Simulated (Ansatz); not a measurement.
## InN: response to strain

Start from InN in the wurtzite structure (space group P6_3mc, No. 186; a = 3.5369 Å, c = 5.7136 Å). Axes: x lies along a and z along c of the hexagonal cell.

Strains are applied to the cell and any free atomic positions relax; under biaxial strain the out-of-plane vector relaxes too; under stress the whole cell relaxes.

The values are results of plane-wave PAW DFT at the PBEsol level (Ansatz, a quantum-chemistry and plane-wave program, 420 eV), no SOC, not measurements.

Notes on the quantities. energy relative to the base: free energy F; pressure: mean of the normal stresses, compression positive.

```csv
variant,energy relative to the base,pressure,volume per atom,space group
base,0 meV/atom,0.0 GPa,15.48 Å³,P6_3mc (No. 186)
"biaxial strain −1.72 %, plane normal [001], relaxed out of plane",–,3.0 GPa,15.15 Å³,P6_3mc (No. 186)
"biaxial strain −1.12 %, plane normal [001], relaxed out of plane",–,1.9 GPa,15.26 Å³,P6_3mc (No. 186)
isotropic strain −5.62 %,?,35.0 GPa,13.01 Å³,P6_3mc (No. 186)
isotropic strain −2.54 %,+42 meV/atom,12.5 GPa,14.33 Å³,P6_3mc (No. 186)
isotropic strain −1.99 %,+25 meV/atom,9.4 GPa,14.57 Å³,P6_3mc (No. 186)
isotropic strain −1.10 %,+7.4 meV/atom,?,14.97 Å³,P6_3mc (No. 186)
uniaxial strain ε_xx = −3.11 %,+10 meV/atom,4.6 GPa,14.99 Å³,Cmc2_1 (No. 36)
uniaxial strain ε_yy = +2.87 %,+8.3 meV/atom,-3.7 GPa,15.92 Å³,Cmc2_1 (No. 36)
"uniaxial stress, 8 GPa tension along z",+16 meV/atom,–,15.80 Å³,P6_3mc (No. 186)
```

### Question
What belongs in the blanks?

### Answer

- isotropic strain −5.62 %, energy relative to the base: +0.230 eV/atom
- isotropic strain −1.10 %, pressure: 4.9 GPa

The mesh was chosen for an insulator and is coarse for the gapless case. Stability under load was not tested beyond the relaxation. All final runs are without spin polarisation.
